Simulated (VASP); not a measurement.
# ZnS (P6_3mc) in VASP: single point with PBEsol

Aim: the single point of ZnS with PBEsol.

All numbers are computed with VASP 6.6.1; they aren't measurements. Logs are shortened: lines on timing, memory, paths and dates and some standing lists are left out, and cuts for length are marked.

**Experimental background.**

A printed reference work, monograph reports, for a bulk crystal of ZnS at 4 K: band gap 3.911 eV (direct).

How close the calculation comes is told below.

### 1 The cell of the first run

Symmetry: P6_3mc, No. 186, hexagonal system. The conventional cell has a = 3.785 Å, b = 3.785 Å, c = 12.393 Å, α = 90.00°, β = 90.00°, γ = 120.00°. Within 3.1 Å of Zn (site symmetry 3m) lie 4 S at 2.32 Å. Within 3.1 Å of Zn (site symmetry 3m) lie 4 S at 2.32 Å. S (site symmetry 3m) has 4 Zn at 2.32 Å within 3.1 Å. Within 3.1 Å of S (site symmetry 3m) lie 4 Zn at 2.32 Å.

### 2 Single point, PBEsol

File INCAR:

```
SYSTEM = ZnS
ALGO = Normal ; EDIFF = 1E-6
ENCUT = 520 ; GGA = PS
ISIF = 2 ; ISMEAR = 0
LASPH = .TRUE. ; LCHARG = .FALSE.
LREAL = .FALSE. ; LWAVE = .FALSE.
NBANDS = 46 ; NELM = 80
PREC = Accurate ; SIGMA = 0.02
```

File KPOINTS:

```
k-points
0
G
  12 12 4
  0 0 0
```

File POSCAR:

```
ZnS
1.0
    3.7846846181      0.0000000000      0.0000000000
   -1.8923423091      3.2776330246      0.0000000000
    0.0000000000      0.0000000000     12.3926922742
Zn S
4 4
Direct
    0.0000000000      0.0000000000      0.0001423164
    0.0000000000      0.0000000000      0.5001423164
    0.3333333333      0.6666666667      0.2500677721
    0.6666666667      0.3333333333      0.7500677721
    0.0000000000      0.0000000000      0.1872166308
    0.0000000000      0.0000000000      0.6872166308
    0.3333333333      0.6666666667      0.4375732808
    0.6666666667      0.3333333333      0.9375732808
```

Potentials or basis: VASP PAW PBE potentials, release 64 (Zn, S).

Started as:

```sh
> cat potpaw_PBE.64/Zn/POTCAR potpaw_PBE.64/S/POTCAR > POTCAR
> mpirun -np 1 vasp_std > vasp.out
```

OUTCAR:

```text
SYSTEM = ZnS
   EDIFF = 1E-6
   ENCUT = 520
   GGA = PS
   ISIF = 2
   ISMEAR = 0
   LASPH = .TRUE.
   LREAL = .FALSE.
   NELM = 80
   PREC = Accurate

 ion  position               nearest neighbor table
   1  0.000  0.000  0.000-   5 2.32   8 2.32   8 2.32   8 2.32
   2  0.000  0.000  0.500-   6 2.32   7 2.32   7 2.32   7 2.32
   3  0.333  0.667  0.250-   5 2.32   5 2.32   5 2.32   7 2.32
   4  0.667  0.333  0.750-   6 2.32   6 2.32   6 2.32   8 2.32
   5  0.000  0.000  0.187-   1 2.32   3 2.32   3 2.32   3 2.32
   6  0.000  0.000  0.687-   2 2.32   4 2.32   4 2.32   4 2.32
   7  0.333  0.667  0.438-   2 2.32   2 2.32   2 2.32   3 2.32
   8  0.667  0.333  0.938-   1 2.32   1 2.32   1 2.32   4 2.32

  LATTYP: Found a hexagonal cell.
 ALAT       =     3.7846846181
 C/A-ratio  =     3.2744319606

  Lattice vectors:

 A1 = (   3.7846846181,   0.0000000000,   0.0000000000)
 A2 = (  -1.8923423091,   3.2776330246,   0.0000000000)
 A3 = (   0.0000000000,   0.0000000000,  12.3926922742)

Analysis of symmetry for initial positions (statically):
=====================================================================
 Subroutine PRICEL returns:
 Original cell was already a primitive cell.

 Routine SETGRP: Setting up the symmetry group for a
 hexagonal supercell.

 Subroutine GETGRP returns: Found 12 space group operations
 (whereof  6 operations were pure point group operations)
 out of a pool of 24 trial point group operations.

The static configuration has the point symmetry C_3v.
 The point group associated with its full space group is C_6v.

Analysis of symmetry for dynamics (positions and initial velocities):
=====================================================================
 Subroutine PRICEL returns:
 Original cell was already a primitive cell.

 Routine SETGRP: Setting up the symmetry group for a
 hexagonal supercell.

 Subroutine GETGRP returns: Found 12 space group operations
 (whereof  6 operations were pure point group operations)
 out of a pool of 24 trial point group operations.

The dynamic configuration has the point symmetry C_3v.
 The point group associated with its full space group is C_6v.

 Subroutine INISYM returns: Found 12 space group operations
 (whereof  6 operations are pure point group operations),
 and found     1 'primitive' translations

[... 104 lines left out ...]
   ENCUT  =  520.0 eV  38.22 Ry    6.18 a.u.   7.04  7.04 23.04*2*pi/ulx,y,z
   NELM   =     80;   NELMIN=  2; NELMDL= -5     # of ELM steps
   EDIFF  = 0.1E-05   stopping-criterion for ELM
   LREAL  =      F    real-space projection
[... 7 lines left out ...]
   TEBEG  =    0.0;   TEEND  =   0.0 temperature during run
   PSTRESS=    0.0 pullay stress
   NELECT =      72.0000    total number of electrons
   NUPDOWN=      -1.0000    fix difference up-down
   EMIN   =  10.00;   EMAX   =-10.00  energy-range for DOS
   EFERMI =   0.00;   METHOD = LEGACY
   ISMEAR =     0;   SIGMA  =   0.02  broadening in eV -4-tet -1-fermi 0-gaus
   EFERMI_NEDOS =   21; number of points for ismear=-14 and -15
   IALGO  =     38    algorithm
   IMIX   =      4    mixing-type and parameters
     AMIX     =   0.40;   BMIX     =  1.00
     AMIX_MAG =   1.60;   BMIX_MAG =  1.00
  volume/ion in A,a.u.               =      19.22       129.68
  Fermi-wavevector in a.u.,A,eV,Ry     =   1.271356  2.402514 21.991716  1.616346
  Thomas-Fermi vector in A             =   2.404293
   LORBIT       =      0    0 simple, 1 ext, 2 COOP (PROOUT), +10 PAW based schemes
   GGA     = PS    functional components
   LHFCALC =     F    Hartree Fock is set to
   AEXX    =    0.0000 exact exchange contribution
   IVDW    =     0    specifies the selected vdW correction
   LEPSILON=     F    determine dielectric tensor
   LRPA    =     F    only Hartree local field effects (RPA)
 non-spin polarized calculation
 Gauss-broadening in eV      SIGMA  =   0.02
  energy-cutoff  :      520.00
  volume of cell :      153.73
 maximum number of plane-waves:      4162
   NGX = 15   NGY = 15   NGZ = 47

 number of electron      71.9999976 magnetization

 Free energy of the ion-electron system (eV)
  ---------------------------------------------------
  ext. energy  EPLUGINS =         0.00000000
  ---------------------------------------------------
  free energy    TOTEN  =       -30.34644263 eV

  energy without entropy =      -30.34644263  energy(sigma->0) =      -30.34644263

 E-fermi :   2.3558     XC(G=0):  -9.9699

 val. band max:        2.2719694963   @ k =   0.0000   0.0000   0.0000
 cond. band min:       4.4001544675   @ k =   0.0000   0.0000   0.0000
 fundamental gap:      2.1281849712
 Fermi energy:         2.3557742392

 k-point     1 :       0.0000    0.0000    0.0000
  band No.  band energies     occupation
      1     -11.0854      2.00000
      2     -10.6397      2.00000
      3     -10.6284      2.00000
      4     -10.0889      2.00000
      5      -4.2136      2.00000
      6      -4.2057      2.00000
[... 1165 lines left out ...]
     45       9.3142      0.00000
     46       9.9086      0.00000

 [... further k-points ...]

------------------------ aborting loop because EDIFF is reached ----------------------------------------

  FORCE on cell =-STRESS in cart. coord.  units (eV):
  Direction    XX          YY          ZZ          XY          YZ          ZX
  --------------------------------------------------------------------------------------
  -------------------------------------------------------------------------------------
  Total        0.1607550      0.1607550      0.1632449     -0.0000000      0.0000000      0.0000000
  in kB        1.6754029      1.6754029      1.7013538     -0.0000000      0.0000000      0.0000000
  external PRESSURE =       1.6840532 kB  Pullay stress =       0.0000000 kB

 VOLUME and BASIS-vectors are now :
 -----------------------------------------------------------------------------
  energy-cutoff  :      520.00
  volume of cell :      153.73
      direct lattice vectors                 reciprocal lattice vectors
     3.784684618  0.000000000  0.000000000     0.264222809  0.152549110  0.000000000
    -1.892342309  3.277633025  0.000000000     0.000000000  0.305098220  0.000000000
     0.000000000  0.000000000 12.392692274     0.000000000  0.000000000  0.080692716

 POSITION                                       TOTAL-FORCE (eV/Angst)
 -----------------------------------------------------------------------------------
      0.00000      0.00000      0.00176        -0.000000     -0.000000      0.000677
      0.00000      0.00000      6.19811         0.000000      0.000000      0.000677
     -0.00000      2.18509      3.09901         0.000000      0.000000      0.000125
      1.89234      1.09254      9.29536        -0.000000      0.000000      0.000125
      0.00000      0.00000      2.32012        -0.000000     -0.000000     -0.000568
      0.00000      0.00000      8.51646         0.000000      0.000000     -0.000568
     -0.00000      2.18509      5.42271         0.000000      0.000000     -0.000234
      1.89234      1.09254     11.61906        -0.000000     -0.000000     -0.000234
 -----------------------------------------------------------------------------------
    total drift:                               -0.000002     -0.000003      0.000648

  FREE ENERGIE OF THE ION-ELECTRON SYSTEM (eV)
  ---------------------------------------------------
  free  energy   TOTEN  =       -30.3464426298 eV

  energy  without entropy=      -30.3464426298  energy(sigma->0) =      -30.34644263
```

stdout:

```text
POSCAR found type information on POSCAR ZnS
 POSCAR found :  2 types and       8 ions
 scaLAPACK will be used
 -----------------------------------------------------------------------------
|                                                                             |
|                                                                             |
|     You enforced a specific xc type in the INCAR file but a different       |
|     I HOPE YOU KNOW WHAT YOU ARE DOING!                                     |
|                                                                             |
 -----------------------------------------------------------------------------

 LDA part: xc-table for (Slater+PW92), standard interpolation
 POSCAR, INCAR and KPOINTS ok, starting setup
 FFT: planning ... GRIDC
 FFT: planning ... GRID_SOFT
 FFT: planning ... GRID
 WAVECAR not read
 entering main loop
```

It took 7.8 min on 1 thread of Intel Xeon Platinum 8259CL at 2.50GHz (Skylake/Cascade Lake), shared host; peak memory 0.44 GiB.

What came out:

```yaml
Free_energy: -30.3464 eV
Pressure: 0.2 GPa
Band_gap_on_the_k_mesh: 2.13 eV
```

Caveat: the PAW data sets were made with another functional, which shifts forces and pressure a little.

### 3 Comparison with measurements

Step 2. Measured gap of ZnS: 3.911 eV (direct; 4 K; a printed reference work, monograph). This calculation gives 2.13 eV (-1.78 eV). The value is that of PBEsol on a finite k mesh, which can miss the band edges, without temperature or zero-point motion. Semilocal functionals fall short of measured gaps as a rule.
